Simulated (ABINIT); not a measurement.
The system is TiAl.

```
Ti Al
1.0
     2.86726    0.00000    0.00000
    -1.43363    2.48312    0.00000
     0.00000    0.00000    4.67808
Ti Al
1 1
Direct
  0.00000 0.00000 0.00000
  0.33333 0.66667 0.50000
```

The cell comes from a database or a generator and needn't be the stable form of this composition.

```yaml
Program: ABINIT 10.8.3 (patched build)
Task: relaxation of cell and atoms
Functional: PBEsol
Potentials_or_basis: JTH PAW PBE v2.0
Cutoff: 408 eV
k_mesh: 11 × 11 × 6
Occupations: fermi-dirac, width 0.05 eV
Spin: no spin polarisation
```

At the start: pressure -2.5 GPa; volume 16.65 Å³/atom.

How do energy, volume and symmetry change on relaxing?

Over 7 steps the energy falls by 3.4 meV/atom and the volume is 16.28 Å³/atom (-2.2 %); space group P-6m2 (No. 187, to 0.05 Å).

The path:
| step | energy change (eV) | largest force (eV/Å) | pressure (GPa) | volume (Å³) |
| --- | --- | --- | --- | --- |
| 1 | 0.0000 | 0.0000 | -2.52 | 33.31 |
| 2 | -0.0037 | 0.0000 | -1.70 | 33.05 |
| 3 | -0.0067 | 0.0000 | 0.11 | 32.52 |
| 4 | -0.0067 | 0.0000 | 0.04 | 32.54 |
| 5 | -0.0068 | 0.0000 | -0.04 | 32.57 |
| 6 | -0.0068 | 0.0000 | -0.03 | 32.57 |
| 7 | -0.0068 | 0.0000 | -0.01 | 32.57 |

Final structure:
```
Ti Al
1.0
     2.85312    0.00000    0.00000
    -1.42656    2.47087    0.00000
     0.00000    0.00000    4.61951
Ti Al
1 1
Direct
  0.00000 0.00000 0.00000
  0.33333 0.66667 0.50000
```

Caveat: the PAW data sets were made with another functional, which shifts forces and pressure a little.
